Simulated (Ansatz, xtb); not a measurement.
Ranking isomers of C3H6O

5 gas-phase structures of C3H6O, from a drawn sample of its isomers (lower ones may exist). Each was relaxed with GFN2-xTB; where two conformers were screened, the lower at r2SCAN-D4/def2-SVP is listed:

A. `C1COC1`, a singlet
B. `CC(C)=O`, a singlet
C. `CCC=O`, a singlet
D. `OC1CC1`, a singlet
E. `C=CCO`, a singlet

Estimate their order in r2SCAN-D4/def2-SVP energy at these geometries, lowest first.

Calculated order at r2SCAN-D4/def2-SVP: B (0.0), C (6.4), E (25.2), D (27.2), A (32.4) kcal/mol.

Energies above the lowest of each column, in kcal/mol; the last columns are at B3LYP/def2-SVP geometries:

```tsv
structure	GFN2-xTB	HF/STO-3G	r2SCAN-D4/def2-SVP	B3LYP/def2-SVP	CCSD(T)/def2-TZVP
B	0.0	0.0	0.0	0.0	0.0
C	8.7	6.2	6.4	5.9	6.4
E	22.5	32.1	25.2	24.1	22.6
D	15.9	24.5	27.2	29.2	28.5
A	13.4	1.3	32.4	32.3	31.4
```

Every level run on B puts it lowest or level with the lowest. Flexible structures stand in one conformer each, not always the lowest.

Over these structures GFN2-xTB departs from r2SCAN-D4/def2-SVP by 7.2 kcal/mol on average once a common shift is removed. A GFN2-xTB relaxation took about 0.085 s and the r2SCAN-D4/def2-SVP energy about 1.4 s on a shared host (Ansatz 0.2.0, xtb 6.7.1).
